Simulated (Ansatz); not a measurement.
# Ca: the cost of one run

Program: Ansatz 0.2.0. Level of theory: DFT PBE, scalar-relativistic, plane waves, PAW. These are calculated values, not measurements.

1 further run of the same task is left out (it didn't finish).

## (1) The system as given

It takes space group P6_3/mmc (No. 194, hexagonal). The conventional cell has a = 5.378 Å, b = 5.378 Å, c = 13.690 Å, α = 90.00°, β = 90.00°, γ = 120.00°. Around Ca (site symmetry -3m) lie 6 Ca at 3.51 Å. Around Ca (site symmetry 3m) lie 4 Ca at 3.51 to 3.55 Å.

Structure file:

```cif
data_structure
_symmetry_space_group_name_H-M 'P 1'
_symmetry_Int_Tables_number 1
_cell_length_a 5.3785
_cell_length_b 5.3785
_cell_length_c 13.6902
_cell_angle_alpha 90.000
_cell_angle_beta 90.000
_cell_angle_gamma 120.000
_cell_volume 342.97
loop_
_atom_site_label
_atom_site_type_symbol
_atom_site_fract_x
_atom_site_fract_y
_atom_site_fract_z
_atom_site_occupancy
Ca1 Ca 0.00000 0.00000 0.50000 1
Ca2 Ca 0.00000 0.00000 0.00000 1
Ca3 Ca 0.66667 0.33333 0.37980 1
Ca4 Ca 0.33333 0.66667 0.62020 1
Ca5 Ca 0.33333 0.66667 0.87980 1
Ca6 Ca 0.66667 0.33333 0.12020 1
```

Recipe of the guess: 4-, 6-connected net of one element (P6_3/mmc, No. 194). Lengths come from tabulated atomic sizes and are only a guess.

## (2) The guess as it stands, on a coarse mesh

Contents of input.yaml:

```yaml
crystal:
  lattice:
    - [5.37846548, 0.0, 0.0]
    - [-2.68923274, 4.65788774, 0.0]
    - [0.0, 0.0, 13.69020144]
  atoms:
    - { symbol: Ca, position: [0.0, 0.0, 0.5] }
    - { symbol: Ca, position: [0.0, 0.0, 0.0] }
    - { symbol: Ca, position: [0.66666667, 0.33333333, 0.37979528] }
    - { symbol: Ca, position: [0.33333333, 0.66666667, 0.62020472] }
    - { symbol: Ca, position: [0.33333333, 0.66666667, 0.87979528] }
    - { symbol: Ca, position: [0.66666667, 0.33333333, 0.12020472] }
basis:
  ecutwfc: 420
kpoints:
  mp_grid: { grid: [6, 6, 2] }
hamiltonian:
  xc: pbe
scf:
  occupations: { method: gaussian, width: 0.1 }
  lower_state_search: "off"
output:
  forces: true
  stress: true
  eigenvalues: true
```

Run with:

```
> ansatz run input.yaml --threads 1 --pin off --max-ram 2560MiB --backend cpu --events-out ev --progress --plain --runs-dir out
```

**Question.** How long does this run take on 1 thread of Arm Neoverse V1, shared host, and how much memory does it need?

About 9.2 s, with a peak of 0.48 GiB.
